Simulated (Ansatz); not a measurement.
Write the native input for Ansatz 0.2.0 that does the following.

```yaml
Task: relaxation of cell and atoms
Functional: LDA
Potentials_or_basis: Ansatz PAW
Cutoff: "420 eV (not typed: the program's choice for these potentials)"
k_mesh: 10 × 10 × 10
Occupations: fermi-dirac, width 0.05 eV
Spin: no spin polarisation
Target_pressure: 2 GPa
Target_pressure_GPa: 2
```

Crystal: Hf.

```
CELL_PARAMETERS angstrom
0.00000 2.22000 2.22000
2.22000 0.00000 2.22000
2.22000 2.22000 0.00000
ATOMIC_POSITIONS crystal
Hf 0.00000 0.00000 0.00000
```

This isn't the form of Hf at room conditions, which is hcp.

One way to write it, as run:

input.yaml

```yaml
crystal:
  lattice:
    - [0.0, 2.22, 2.22]
    - [2.22, 0.0, 2.22]
    - [2.22, 2.22, 0.0]
  atoms:
    - { symbol: Hf, position: [0.0, 0.0, 0.0] }
hamiltonian:
  xc: lda
  pseudopotentials: { kind: paw }
kpoints:
  mp_grid: { grid: [10, 10, 10] }
scf:
  occupations: { method: fermi_dirac, width: 0.05 }
output:
  forces: true
  stress: true
  eigenvalues: true
relax:
  f_tol: 0.01
  max_steps: 40
  cell: { stress_tol: 0.05, p_target: 2.0 }
```

Potentials or basis: Ansatz PAW.

The run is started by

```bash
$ ansatz run input.yaml --threads 2 --pin off --max-ram 5632MiB --backend cpu --events-out ev --progress --plain --runs-dir out
```

It gave:

| Quantity | Value |
| --- | --- |
| Relaxed volume | 20.43 Å³/atom |
| Relaxed cell | a = 3.068 Å, b = 3.068 Å, c = 3.068 Å, α = 60.00°, β = 60.00°, γ = 60.00° |
| Space group after relaxing (to 0.05 Å) | Fm-3m (No. 225) |
| Energy change on relaxing (the enthalpy is what falls) | -18.8 meV/atom |
| Ionic steps | 5 |
| Pressure after relaxing | 2.0 GPa |
| Band gap on the k mesh | none (metal or under the smearing width) |

Caveat: the plane-wave basis is chosen anew once the cell has moved, so the energies of steps on either side of that aren't comparable; the PAW data sets come from PBE, with cores solved anew for the run's functional, which leaves a small shift of forces and pressure.

Wall time 3.6 s on 2 threads of Arm Neoverse V2 (shared host), peak memory 0.29 GiB.
